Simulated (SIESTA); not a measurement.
**SiO2 under changes of volume**

One of the cells (14.237 Å³/atom); the others are scaled copies at fixed shape and fractional positions:

```
Si O
1.0
     4.97559    0.00000    0.00000
     0.00000    4.97559    0.00000
     0.00000    0.00000    6.90089
Si O
4 8
Direct
  0.80325 0.80325 0.50000
  0.69675 0.30325 0.25000
  0.30325 0.69675 0.75000
  0.19675 0.19675 0.00000
  0.76176 0.11039 0.43204
  0.88961 0.23824 0.06796
  0.11039 0.76176 0.56796
  0.26176 0.38961 0.81796
  0.23824 0.88961 0.93204
  0.73824 0.61039 0.31796
  0.38961 0.26176 0.18204
  0.61039 0.73824 0.68204
```

The cell comes from a database or a generator and needn't be the stable form of this composition.

* Program: SIESTA 5.4.2
* Functional: LDA
* Potentials or basis: PseudoDojo 0.4 standard (LDA files)
* Basis: DZP (energy shift 0.003 Ry)
* Grid cutoff: 800 Ry
* Energy shift: 0.003 Ry
* k mesh: 4 × 4 × 3
* Occupations: fermi-dirac, width 0.05 eV
* Spin: no spin polarisation

```csv
volume (Å³/atom),energy over the lowest point (meV/atom),pressure (GPa),gap on the mesh (eV),largest force (eV/Å)
13.383,27.36,11.2,6.20,0.967
13.667,11.34,6.9,6.09,0.702
13.952,2.46,3.1,5.97,0.458
14.237,0.00,-0.3,5.84,0.232
14.522,3.35,-3.4,5.71,0.165
14.806,?,?,?,?
15.091,25.31,-8.8,5.42,0.347
```

**Question.** What does the run at 14.806 Å³/atom give?

**Answer.** Energy over the lowest point 11.96 meV/atom; pressure -6.2 GPa; gap on the mesh 5.57 eV; largest force 0.178 eV/Å.

Worked out: A Birch-Murnaghan fit of order 3 (a polynomial in V^(-2/3)) to the other rows has its minimum at 14.21 Å³/atom with B0 = V·E''(V) = 165 GPa and B' = 4.1 at fixed shape and positions, which overstates the stiffness. It gives 11.95 meV/atom at 14.806 Å³/atom, against the run's 11.96, and -dE/dV = -6.2 GPa, against -6.2. A parabola through the other rows of the gap, of slope -7.49 eV per unit of ln V (its deformation potential) there, gives 5.57 eV, against the run's 5.57.

Energies are extrapolated to zero smearing.

Caveats: an odd mesh through Γ misses points on the zone boundary, where band edges often lie; the basis of atomic orbitals isn't converged, which shifts pressures, moduli and gaps.
